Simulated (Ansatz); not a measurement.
**SiNi₃ under strain — electric field gradients**

The cell is an entry of the Crystallography Open Database (COD), relaxed with PBE at fixed cell and then changed (z stretched by 3 %, ions relaxed).

```
Si Ni
1.0
     3.55110    0.00000    0.00000
     0.00000    3.55110    0.00000
     0.00000    0.00000    3.65763
Si Ni
1 3
Direct
  0.00000 0.00000 0.00000
  0.00000 0.50000 0.50000
  0.50000 0.00000 0.50000
  0.50000 0.50000 0.00000
```

Sites (sets of like atoms) are named by element and the number of their first atom in this list.

Computed with Ansatz: DFT, PBE, plane waves and PAW, scalar-relativistic, collinear spin, 420 eV cutoff, Γ-centred 13×13×13 k-points, Fermi–Dirac smearing 0.05 eV. Start moments as typed (μB): 1.5 on each Ni, none on the rest.

Conventions: |V_zz| ≥ |V_yy| ≥ |V_xx|, η = (V_xx − V_yy)/V_zz, C_Q = eQV_zz/h.

61Ni: I = 3/2, Q = 162.0 mb. Nuclear quadrupole moments: year-2017 set (Pyykkö).

(1) What field gradients does the calculation give at each kind of site?

Answers

(1) 

```csv
site,atoms (order as listed),first shell,V_zz (10²¹ V/m²),η,C_Q (MHz)
Si,1,12 Ni at 2.51–2.55 Å,0.14,0.00,–
Ni2,"2, 3","8 Ni at 2.51–2.55 Å, 4 Si at 2.55 Å",-4.37,0.07,-17.1
Ni4,4,"4 Si at 2.51 Å, 8 Ni at 2.55 Å",-4.27,0.00,-16.7
```

An axis of threefold or higher order runs through Si and Ni4, so V_zz lies along it and η is zero.

Si has no stable isotope with a ground-state quadrupole moment in the table, so no C_Q is given.

With no gap above 0.1 eV, as in a metal, the gradients converge slowly in k; expect changes of a tenth or more on a denser mesh. With these PAW files V_zz is typically within 2 to 3 % of all-electron values, but misses above 10 % occur on Ni. At this changed cell the PBE pressure is -12 GPa. The start moments die out, and the run ends without spin.

The relaxation (1 step) took 45 s of wall time (44 s of CPU time) and 0.91 GiB at its peak, on 1 thread of Intel Xeon 6975P-C (Granite Rapids) (x86_64; 16 cores open to the job, memory cap 3.0 GiB, no GPU), a shared host with a load of 0.1 a core.
